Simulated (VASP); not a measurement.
# Ag: intraband terms of a metal's spectrum

Ag, Fm-3m (no. 225), 1 atom in the cell. PBE, independent-particle dielectric function; PAW potentials Ag (PBE set).

## Input

INCAR.step1:
```
SYSTEM = Ag
PREC = Accurate
ENCUT = 290
ISMEAR = 1
SIGMA = 0.1
EDIFF = 1E-7
LASPH = .True.
KPAR = 4
LWAVE = .False.
LCHARG = .True.
LMAXMIX = 4
```

INCAR.step2:
```
SYSTEM = Ag
PREC = Accurate
ENCUT = 290
ISMEAR = 0
SIGMA = 0.3
EDIFF = 1E-6
LASPH = .True.
KPAR = 4
LWAVE = .True.
LCHARG = .False.
LMAXMIX = 4
ICHARG = 11
NBANDS = 20
NEDOS = 3000
OMEGAMAX = 30
CSHIFT = 0.1
```

INCAR.step3, as INCAR.step2 but for:
```
- LWAVE = .True.
+ LWAVE = .False.
+ LOPTICS = .True.
+ ALGO = None
+ NELM = 1
+ ISTART = 1
```

INCAR.step4, as INCAR.step3 but for:
```
+ WPLASMAI = 0.03
```

INCAR.step5 to INCAR.step6 change the same tag again: WPLASMAI = 0.1, 0.3.

INCAR.step7, as INCAR.step6 but for:
```
- WPLASMAI = 0.3
+ RTIME = 1
```

INCAR.step8, as INCAR.step7 but for:
```
- RTIME = 1
+ RTIME = 5
```

INCAR.step9, as INCAR.step8 but for:
```
- RTIME = 5
+ LNABLA = .True.
```

INCAR.step10, as INCAR.step9 but for:
```
- ISMEAR = 0
- LNABLA = .True.
+ ISMEAR = -5
```

KPOINTS.step1:
```
k-points
0
Gamma
  11 11 11
```

KPOINTS.step2:
```
k-points
0
Gamma
  23 23 23
```

POSCAR:
```
Ag
1.0
    0.0000000000      2.0427500000      2.0427500000
    2.0427500000      0.0000000000      2.0427500000
    2.0427500000      2.0427500000      0.0000000000
Ag
1
Direct
    0.0000000000      0.0000000000      0.0000000000
```

Commands (each step's output is kept before the next begins):
```
cat potpaw_PBE.64/Ag/POTCAR > POTCAR
cp INCAR.step1 INCAR
cp KPOINTS.step1 KPOINTS
mpirun -np 4 vasp_std > vasp.out
cp INCAR.step2 INCAR
cp KPOINTS.step2 KPOINTS
mpirun -np 4 vasp_std > vasp.out
cp INCAR.step3 INCAR
mpirun -np 4 vasp_std > vasp.out
cp INCAR.step4 INCAR
mpirun -np 4 vasp_std > vasp.out
cp INCAR.step5 INCAR
mpirun -np 4 vasp_std > vasp.out
cp INCAR.step6 INCAR
mpirun -np 4 vasp_std > vasp.out
cp INCAR.step7 INCAR
mpirun -np 4 vasp_std > vasp.out
cp INCAR.step8 INCAR
mpirun -np 4 vasp_std > vasp.out
cp INCAR.step9 INCAR
mpirun -np 4 vasp_std > vasp.out
cp INCAR.step10 INCAR
mpirun -np 4 vasp_std > vasp.out
```

## Result

- Bands: 20

One ground state, settings moved in the last step alone:

| Settings | Plasma frequency (eV) | Im ε at 0.5 eV | Im ε at 1 eV | Im ε at 2 eV | Im ε at 4 eV | Time (s) |
|---|---|---|---|---|---|---|
| interband part alone | 9.72 | 0.0 | 0.0 | 0.1 | 5.4 | 8 |
| Drude term, WPLASMAI 0.03 | 9.72 | 22.6 | 2.9 | 0.5 | 5.5 | 9 |
| Drude term, WPLASMAI 0.1 | 9.72 | 72.7 | 9.4 | 1.3 | 5.6 | 8 |
| Drude term, WPLASMAI 0.3 | 9.72 | 166.7 | 26.0 | 3.6 | 5.9 | 9 |
| relaxation time RTIME 1 fs | 9.72 | 182.0 | 43.4 | 7.1 | 6.4 | 8 |
| relaxation time RTIME 5 fs | 9.72 | 93.1 | 12.3 | 1.7 | 5.6 | 9 |
| transversal form (LNABLA) | 9.80 | 0.0 | 0.0 | 0.1 | 5.2 | 9 |
| tetrahedron method | – | – | – | – | – | no result |

VASP 6.6.1 took 72 s on 4 cores (Intel Xeon Platinum 8488C (Sapphire Rapids)), a shared host.
